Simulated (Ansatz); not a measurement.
## Point defect: Zn vacancy in ZnSe

All numbers below come from Ansatz, DFT PBE, scalar-relativistic, plane waves, PAW. Settings: 420 eV cutoff, 2×2×2 k-mesh, shifted by half a step, Gaussian smearing of 0.01 eV, collinear spin.

Host crystal, relaxed:

```
CELL_PARAMETERS angstrom
0.00000 2.86588 2.86588
2.86588 0.00000 2.86588
2.86588 2.86588 0.00000
ATOMIC_POSITIONS crystal
Zn 0.00000 0.00000 0.00000
Se 0.25000 0.25000 0.25000
```

Supercell of 32 atoms, rows in host cell vectors: 1 -3 1; -3 1 1; 1 1 -3. Atoms relax at the host's cell from a start displaced at random by 0.06 Å near the defect, so other minima may exist. The cell is small, so energies carry finite-size errors of tenths of an eV. The host's Kohn–Sham gap is 1.15 eV. Atoms are taken from and returned to the elements' standard states. Charged cells are corrected for image charges with the computed static dielectric tensor (mean 10.8) and aligned with the host's potential at far atoms (alignment terms reach 0.62 eV; the program doubts the alignment in some charges, where it is up to 0.62 eV). No band-filling term is added, and the Fermi level counts from the host's valence band top.

Starting moments were lost in some runs.

Defect: Zn vacancy set at (0.000, 0.000, 0.000) of the host cell. Before relaxation its nearest neighbours are 4 Se at 2.48 Å.

```json
{"charge": "0", "E_f at the valence band top (eV)": "3.44", "over the neutral state (eV)": "0.00", "moment (μB)": "2.00", "largest move (Å)": "0.06", "atoms near the site": "1 Se at 2.42 Å, 2 Se at 2.43 Å, 1 Se at 2.44 Å"}
{"charge": "-1", "E_f at the valence band top (eV)": "3.51", "over the neutral state (eV)": "0.08", "moment (μB)": "1.00", "largest move (Å)": "0.09", "atoms near the site": "1 Se at 2.38 Å, 2 Se at 2.39 Å, 1 Se at 2.40 Å"}
{"charge": "-2", "E_f at the valence band top (eV)": "3.98", "over the neutral state (eV)": "0.55", "moment (μB)": "0.00", "largest move (Å)": "0.12", "atoms near the site": "1 Se at 2.35 Å, 1 Se at 2.36 Å, 2 Se at 2.37 Å"}
```

Among the charges computed the stable one is 0 at the valence band top, changing to -1 at 0.08 eV, changing to -2 at 0.47 eV. In charge 0, -1 the cell has partly filled bands: a level of the defect may be part filled, the carrier may sit in the host's bands, or levels may cross between the k points, so transitions that involve it are doubtful. Without the alignment that the program doubts, the level (0/-1) would lie at -0.27 eV, outside the gap, so these runs don't decide whether the defect changes charge there.

Cost: 4 runs of about 82 core-minutes in all, on Intel Xeon Processor @ 2.70GHz (shared hosts).